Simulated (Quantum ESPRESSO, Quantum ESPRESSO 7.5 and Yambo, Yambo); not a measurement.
## How the form of the self-energy moves the gap of SiC (F-43m)

Wanted: the gap of SiC (F-43m) under several approximations, with cost.

Main program and level: Quantum ESPRESSO 7.5 and Yambo 5.3.0; PBE and many-body steps on it, plane waves.

**The experiments to reproduce.**

- Gap 2.4 eV: Tauc optical (indirect) gap of annealed polycrystalline 3C-SiC; UV-VIS spectroscopic ellipsometry, Tauc analysis; film (CVD ultrathin polycrystalline film, annealed, about 5 nm grains) (“On-Demand CMOS-Compatible Fabrication of Ultrathin Self-Aligned SiC Nanowire Arrays”, 2018, pmc:6267454).

- Gap 2.39 eV: band gap at cryogenic temperature; bulk crystal (literature value) (quoted in “Silicon carbide diodes for neutron detection”, 2020, arxiv:2009.14696).

## (1) The starting structure

Symmetry: F-43m, No. 216, cubic system. The conventional cell has a = 4.358 Å, b = 4.358 Å, c = 4.358 Å, α = 90.00°, β = 90.00°, γ = 90.00°. Nearest to Si lie 4 C at 1.89 Å. C has 4 Si at 1.89 Å nearest. Farther neighbours are not listed.

The cell and positions come from the Crystallography Open Database and are kept as given unless a step says otherwise.

## (2) Empty states on the mesh, 8×8×8 mesh, 248 bands

This step: Quantum ESPRESSO 7.5; DFT, PBE, plane waves, norm-conserving pseudopotentials.

The sums over transitions need many empty states on a uniform mesh; this step solves for them.

The input, pw.in:

```
&control
  calculation = 'nscf'
  prefix = 'x'
  outdir = 'o'
  pseudo_dir = 'pseudo'
/
&system
  ibrav = 0
  nat = 2
  ntyp = 2
  ecutwfc = 74.0
  nbnd = 248
  force_symmorphic = .true.
/
&electrons
  conv_thr = 1e-9
  electron_maxstep = 80
  diago_full_acc = .true.
  diago_thr_init = 5e-6
/
ATOMIC_SPECIES
  Si 28.085 Si.upf
  C 12.011 C.upf
CELL_PARAMETERS angstrom
  -0.0000000000 2.1790000000 2.1790000000
  2.1790000000 -0.0000000000 2.1790000000
  2.1790000000 2.1790000000 -0.0000000000
ATOMIC_POSITIONS crystal
  Si 0.0000000000 0.0000000000 0.0000000000
  C 0.2500000000 0.2500000000 0.2500000000
K_POINTS automatic
  8 8 8 0 0 0
```

Launch:

```sh
OMP_NUM_THREADS=1 mpirun -n 8 pw.x -nk 4 -in pw.in > pw.out
```

Log:

```text
Program PWSCF v.7.5 starts

     This program is part of the open-source Quantum ESPRESSO suite
     for quantum simulation of materials; please cite
         "P. Giannozzi et al., J. Phys.:Condens. Matter 21 395502 (2009);
         "P. Giannozzi et al., J. Phys.:Condens. Matter 29 465901 (2017);
         "P. Giannozzi et al., J. Chem. Phys. 152 154105 (2020);
     in publications or presentations arising from this work. More details at

     Atomic positions and unit cell read from directory:
     o/x.save/

     Message from routine setup:
[...]
k = 0.1768 0.1768-0.1768 (  1489 PWs)   bands (ev):

[...]
[... 19 further rows ...]
   279.1565 279.9506 280.0456 280.4693 280.4693 280.6495 282.6002 285.7851
   285.7851 288.4193 289.4049 289.4049 290.3079 290.3079 290.5114 291.0392

          k = 0.2652 0.2652-0.2652 (  1498 PWs)   bands (ev):

     [... further k-points ...]

     highest occupied, lowest unoccupied level (ev):     9.4961   10.8574

     XML data file, pseudopotentials, collected wavefunctions

=------------------------------------------------------------------------------=
   JOB DONE.
=------------------------------------------------------------------------------=
```

Run time: 26 s. Hardware: 8 MPI ranks of Arm Neoverse V1, shared host; peak memory 0.53 GiB.

This step gave:

- gap: 1.361 eV
- k of the valence top: 0, 0, 0
- k of the conduction bottom: 0, -0.5, -0.5
- least direct gap: 4.553 eV
- k points computed: 29
- lowest point of the top converged band, above the valence top: 271.4251 eV

On this mesh the gap is 1.361 eV.

The density comes from a self-consistent run that is not shown.

## (3) Conversion and set-up

This step: Yambo 5.3.0; conversion and set-up on PBE, plane waves, norm-conserving pseudopotentials.

The states are converted to the many-body program's format and the q mesh is built.

Launch:

```sh
(cd o/x.save; p2y > p2y.log; mv SAVE ../..); yambo > setup.log
```

Log:

```text
 Yambo, version 5.3.0

 [02] CORE Variables Setup
 =========================

  [02.01] Unit cells
  ==================

  Cell kind             :  FCC
  Atoms in the cell     :  Si  C
  number of Si atoms    :  1
  number of C  atoms    :  1

  List of atomic masses
  Mass of Si    :  28.08500
  Mass of C     :  12.01100

  List of atomic coordinates    : [cc]
  Si1       :  0.000000  0.000000  0.000000  order 1
  C1       :  2.058857  2.058857  2.058857  order 2

  Alat factors          :  4.117713  4.117713  4.117713 [a.u.]
  Direct lattice volume :  139.6363 [a.u.]
[...]
Q [ 1]         [rlu]:  0.000000  0.000000  0.000000
 Q [ 2]         [rlu]: -0.43259E-17 -0.43259E-17  0.12500
 Q [ 3]         [rlu]: -0.86518E-17 -0.86518E-17  0.25000
[...]
Q [ 8]         [rlu]: -0.86518E-17  0.12500      0.37500
 Q [ 9]         [rlu]:  0.47861E-16  0.12500      0.50000
 Q [10]         [rlu]: -0.19076E-16  0.12500     -0.37500
     [... 17 further rows ...]
 Q [28]         [rlu]:  0.125000 -0.500000 -0.375000
 Q [29]         [rlu]:  0.250000 -0.500000 -0.250000

  [03.01] X indexes
  =================

   [03.01.01] Sigma indexes
   ========================

 [06] Game Over & Game summary
```

Wall time 2.5 s (1 MPI rank); peak memory 0.24 GiB.

## (4) G0W0, Godby-Needs plasmon pole

G0W0 replaces the xc potential by the self-energy, built once from these orbitals. Only a window of levels is corrected, while the sums run over the empty bands that the input names.

This step: G0W0 on PBE, plane waves, norm-conserving pseudopotentials.

The input, gw2.in:

```
HF_and_locXC
gw0
dyson
ppa
em1d
rim_cut
RandQpts= 1000000
RandGvec= 1 RL
EXXRLvcs= 74 Ry
VXCRLvcs= 296 Ry
Chimod= "HARTREE"
% BndsRnXp
 1 | 103 |
%
NGsBlkXp= 17 Ry
% LongDrXp
 1 | 1 | 1 |
%
% GbndRnge
 1 | 103 |
%
DysSolver= "n"
ExtendOut
PPAPntXp= 27.21138 eV
% QPkrange
 1 | 1 | 3 | 6 |
 21 | 21 | 3 | 6 |
%
```

Launch:

```sh
OMP_NUM_THREADS=1 mpirun -n 8 yambo -F gw2.in -J gw2 -C gw2 > gw2.log
```

Log:

```text
 Yambo, version 5.3.0

 [02] CORE Variables Setup
 =========================

  [... cell, symmetries and grids as in the set-up ...]

  [02.05] Energies & Occupations
  ==============================

  [X] === General ===
  [X] Electronic Temperature                        :  0.000000  0.000000 [eV K]
  [X] Bosonic    Temperature                        :  0.000000  0.000000 [eV K]
  [X] Finite Temperature mode                       : no
  [X] El. density                                   :  0.38662E+24 [cm-3]
  [X] Fermi Level                                   :  9.496070 [eV]

  [X] === Gaps and Widths ===
  [X] Conduction Band Min                           :  1.361356 [eV]
  [X] Valence Band Max                              :  0.000000 [eV]
  [X] Filled Bands                                  :   4
  [X] Empty Bands                                   :    5  248
  [X] Direct Gap                                    :  4.552961 [eV]
  [X] Direct Gap localized at k                     :  21
  [X] Indirect Gap                                  :  1.361356 [eV]
  [X] Indirect Gap between kpts                     :   1  21
  [X] Last valence band width                       :  4.691455 [eV]
  [X] 1st conduction band width                     :  5.721867 [eV]

 [03] Transferred momenta grid and indexing
 ==========================================

 IBZ Q-points                                      :  29
 BZ  Q-points                                      :   512

 K/Q-points units:
 rlu = crystal or reduced units; cc = cartesian coordinates; iku = interal k-units

 Q [ 1]         [rlu]:  0.000000  0.000000  0.000000
 Q [ 2]         [rlu]: -0.43259E-17 -0.43259E-17  0.12500
 Q [ 3]         [rlu]: -0.86518E-17 -0.86518E-17  0.25000
 Q [ 4]         [rlu]:  0.15249E-16 -0.12507E-16  0.37500
 Q [ 5]         [rlu]:  0.17304E-16  0.17304E-16 -0.50000
 Q [ 6]         [rlu]:  0.11797E-17  0.12500      0.12500
 Q [ 7]         [rlu]:  0.47690E-17  0.12500      0.25000
 Q [ 8]         [rlu]: -0.86518E-17  0.12500      0.37500
 Q [ 9]         [rlu]:  0.47861E-16  0.12500      0.50000
 Q [10]         [rlu]: -0.19076E-16  0.12500     -0.37500
     [... 17 further rows ...]
 Q [28]         [rlu]:  0.125000 -0.500000 -0.375000
 Q [29]         [rlu]:  0.250000 -0.500000 -0.250000

 [04] Coloumb potential Random Integration (RIM)
 ===============================================

  [04.01] RIM initialization
  ==========================

  * Diagonal components only detected *

  8 x (sBL volume)        :  0.027756 [a.u.]
  sBZ random points       :  1000000
  Points outside the sBZ  :   7996195
  RL volume               :  1.776402 [a.u.]
  Integrated volume       :  1.777248 [a.u.]

  [04.02] RIM integrals
  =====================

  Gamma point sphere radius             :  0.054921 [a.u.]
  Points outside the sphere             :   799659
  [Int_sBZ(q=0) 1/q^2]*(Vol_sBZ)^(-1/3) =:  7.764404
                                 should be <:  7.795600

  Summary of Coulomb integrals for non-metallic bands |Q|[au] RIM/Bare

  Q [1] 0.100000E-4 0.995998 * Q [2] 0.165183 1.065683
  Q [6] 0.190736 1.063731 * Q [12] 0.269742 1.025994
  Q [7] 0.316301 1.019604 * Q [3] 0.330365 1.017314
  Q [13] 0.381473 1.013697 * Q [11] 0.415701 1.010763
  Q [22] 0.426500 1.010819 * Q [8] 0.467207 1.008998
  Q [14] 0.495548 1.008132 * Q [4] 0.495548 1.008039
[...]
Q [27] 0.687710 1.004193 * Q [24] 0.713671 1.003899
  Q [26] 0.732537 1.003974 * Q [21] 0.762946 1.003552
  Q [28] 0.786427 1.003415 * Q [20] 0.809226 1.003109
  Q [29] 0.853000 1.003005

 [05] Dipoles
 ============

  [05.01] Setup: observables and procedures
  =========================================

 [06] Dynamic Dielectric Matrix (PPA)
 ====================================

 [SLK-Inversion]  Pools        :  2
 [SLK-Inversion]  BLACS grid   :  2  2

 [WR./gw2//ndb.pp]---------------------------------------------------------------
  Brillouin Zone Q/K grids (IBZ/BZ)                :    29   512    29   512
  RL vectors                                       :  2085 [WF]
  Coulomb cutoff potential                         : none
  Electronic Temperature                           :  0.000000 [K]
  Bosonic    Temperature                           :  0.000000 [K]
  PPA    diel. fun.  energies                      : Perdew, Burke & Ernzerhof(X)+Perdew, Burke & Ernzerhof(C)
  wavefunctions                                    : Perdew, Burke & Ernzerhof(X)+Perdew, Burke & Ernzerhof(C)
  Global Gauge                                     : length
  X matrix size                                    :  181
  X band range                                     :    1  103
  X e/h energy range                               : -1.000000 -1.000000 [eV]
  X Time ordering                                  : R
  X Hxc Kernel                                     : HARTREE
  X Drude frequency                                :  0.000000  0.000000
  X poles                                          :  100.0000 [o/o]
  RL vectors in the sum                            :  2085
  [r,Vnl] included                                 : yes
  Field direction                                  :  0.577350E-5  0.577350E-5  0.577350E-5
  BZ energy Double Grid                            : no
  BZ energy DbGd points                            : 0
  BZ Q point size factor                           : -1.000000
  X Optical Averaged directions                    : none

 [07] Local Exchange-Correlation + Non-Local Fock
 ================================================

 [VXC] Plane waves :  12039
 [EXS] Plane waves :  1471

 QP @ state[ 1 ] K range:  1  1
 QP @ state[ 1 ] b range:   3   6
 QP @ state[ 2 ] K range:  21  21
 QP @ state[ 2 ] b range:   3   6

 [xc] Functional : Perdew, Burke & Ernzerhof(X)+Perdew, Burke & Ernzerhof(C)
 [xc] LIBXC used to calculate xc functional
  PP Number of Atomic Species                      :  2
  NLCC RL compoments                               :  12039
  PP Number of Atomic Species                      :  2
  NLCC RL compoments                               :  12039

 [xc] E_xc :  -3.046599 [Ha]
      E_xc :  -6.093199 [Ry]

  Local XC kind (lXC) : Perdew, Burke & Ernzerhof(X)+Perdew, Burke & Ernzerhof(C)
  Non-Local XC kind (nlXC) : Hartree-Fock

  Corrections @ K [1] :  [eV]
 <3|nlXC|3> = -17.48595  0.85885E-17 <3|lXC|3> = -14.92695  0.18882E-15
 <4|nlXC|4> = -17.48597  0.13922E-16 <4|lXC|4> = -14.92695  0.37763E-15
 <5|nlXC|5> = -7.612551 -0.79489E-18 <5|lXC|5> = -13.21444  0.37763E-15
 <6|nlXC|6> = -5.874987  0.24007E-17 <6|lXC|6> = -11.32898 -0.70808E-16

  Corrections @ K [21] :  [eV]
 <3|nlXC|3> = -17.35722  0.21913E-16 <3|lXC|3> = -13.56626 -0.94408E-16
 <4|nlXC|4> = -17.35722  0.14438E-16 <4|lXC|4> = -13.56626 -0.14161E-15
 <5|nlXC|5> = -6.473980  0.11082E-17 <5|lXC|5> = -10.50968 -0.17689E-16
 <6|nlXC|6> = -6.026423 -0.19547E-17 <6|lXC|6> = -10.77241 -0.16521E-15

 [08] Dyson equation: Newton solver
 ==================================

  [08.01] G0W0 (W PPA)
  ====================

  [  GW  ] Bands range     :    1  103
  [GW/PPA] G damping       :  0.100000 [eV]

  QP @ state[ 1 ] K range:  1  1
  QP @ state[ 1 ] b range:   3   6
  QP @ state[ 2 ] K range:  21  21
  QP @ state[ 2 ] b range:   3   6

   Sc/G bands                                       :    1  103
   Sc/G damping                                     :  0.100000 ev
   Sc bands terminator                              : no
   Sx RL components                                 :  1471

   QP @ state[ 1 ] K range                          :  1  1
   QP @ state[ 1 ] b range                          :   3   6
   QP @ state[ 2 ] K range                          :  21  21
   QP @ state[ 2 ] b range                          :   3   6
   GF energies kind                                 : Perdew, Burke & Ernzerhof(X)+Perdew, Burke & Ernzerhof(C)
   GF WF`s kind                                     : Perdew, Burke & Ernzerhof(X)+Perdew, Burke & Ernzerhof(C)
   Xs energies kind                                 : Perdew, Burke & Ernzerhof(X)+Perdew, Burke & Ernzerhof(C)
   Xs WF`s kind                                     : Perdew, Burke & Ernzerhof(X)+Perdew, Burke & Ernzerhof(C)

 [11] Game Over & Game summary
```

Elapsed: 3.9 min, on 8 MPI ranks; peak memory 3.1 GiB.

This step gave:

* G0W0 gap on the points computed: 2.106 eV
* starting gap on the mesh: 1.361 eV
* k of the valence top: 0, 0, 0
* k of the conduction bottom: 0, -0.5, -0.5
* least direct G0W0 gap on the computed points: 5.605 eV
* Z at the valence top: 0.7959
* Z at the conduction bottom: 0.8230

The gap on the mesh goes from 1.36 eV to 2.11 eV, a correction of +0.74 eV.

(Part 1 of 2 ends here.)

[Paths, hosts, dates, memory and timing lines, banners, echoed tables and standing remarks are left out of the program output.]

[Logs are printed without paths, hosts, clocks, repeated set-up lines and the standing remarks that a program may print on its own settings, such as how far it seeks lower states.]

[Runs of the session that timed out or met a known fault of the program may be left out.]

[Hosts, paths, dates, database ids (printed as entryN), source tags and the programs' standing remarks are cut or masked in the printed files.]
